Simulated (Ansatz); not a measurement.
Runs of Ansatz 0.2.0 on GaSb. It takes space group F-43m (No. 216, cubic). The conventional cell has a = 6.118 Å, b = 6.118 Å, c = 6.118 Å, α = 90.00°, β = 90.00°, γ = 90.00°. Sb (site symmetry -43m) is surrounded by 4 Ga at 2.65 Å. Around Ga (site symmetry -43m) lie 4 Sb at 2.65 Å. 

| task | level | potentials or basis | spin | cell | k mesh | cutoff (eV) | pressure (GPa) | relaxed volume (Å³/atom) |
| --- | --- | --- | --- | --- | --- | --- | --- | --- |
| relaxation of cell and atoms | RPBE+D4 | all-electron LAPW, scalar-relativistic | off | relaxed | 8 × 8 × 8 | - | 0.0 | 28.05 |
| band structure | LDA | all-electron LAPW, scalar-relativistic | off | as given | 8 × 8 × 8 | 279 | -1.7 | - |
| band structure | PBEsol | all-electron LAPW, relativistic spinors | SOC, no magnetisation | as given | 6 × 6 × 6 | 278 | 0.0 | - |
| relaxation of cell and atoms | PBEsol+D3(BJ) | all-electron LAPW, scalar-relativistic | off | relaxed | 8 × 8 × 8 | - | 0.0 | 27.56 |
| band structure | BLYP | all-electron LAPW, scalar-relativistic | off | as given | 8 × 8 × 8 | 279 | (a) | - |

Alike in all rows: smearing fermi-dirac 0.05 eV; basis error allowed 0.001 eV/atom.

Question: Estimate the missing entries.

Answer: (a) 5.3.

Caveats: the k mesh is thin for a metal, which can move the energy by tens of meV per atom (some runs).

Not every run made on this cell is shown here.
